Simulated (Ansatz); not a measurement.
`CC(C)=O` + `[InH3]` → `CC(C)=[O+][InH3-]`  (adduct formation)

Program: Ansatz. Geometries: PBE0-D4/def2-TZVP. ΔE: electronic, gas phase. CBS: MP2 limit from def2 TZ/QZ plus the TZ coupled-cluster correction, frozen cores. Functionals use def2-TZVPP. def2 core potentials past Kr. For In outer-core shells are correlated without core-valence functions, which leaves a few kJ/mol of doubt a bond.

```
         level  ΔE (kcal/mol)  difference from CCSD(T)/CBS
        PBE-D4          -15.0                          1.8
     r2SCAN-D4          -16.5                          0.3
        B97M-V          -16.9                         -0.1
       ωB97X-V          -15.5                          1.3
       r2SCANh          -15.7                          1.1
     CAM-B3LYP          -13.4                          3.4
 CCSD/def2-SVP          -15.7                          1.1
  HF/CBS(def2)          -10.6                          6.2
 MP2/CBS(def2)          -17.1                         -0.3
CCSD/CBS(def2)          -16.0                          0.8
   CCSD(T)/CBS          -16.8                            0
```

Largest T1 diagnostic among the species: 0.015.

From BLYP to BHLYP (50 % exact exchange), in def2-TZVPP and without D4, ΔE moves by −3.2 kcal/mol. In def2-TZVPP, CCSD(T) changes the Hartree–Fock value by −4.6 kcal/mol (the triples alone add −0.8 kcal/mol) and MP2 by −4.9 kcal/mol.

CCSD(T)/CBS has its own doubt, a few kJ/mol and more with outer-core shells, so smaller differences from it don't rank the levels.
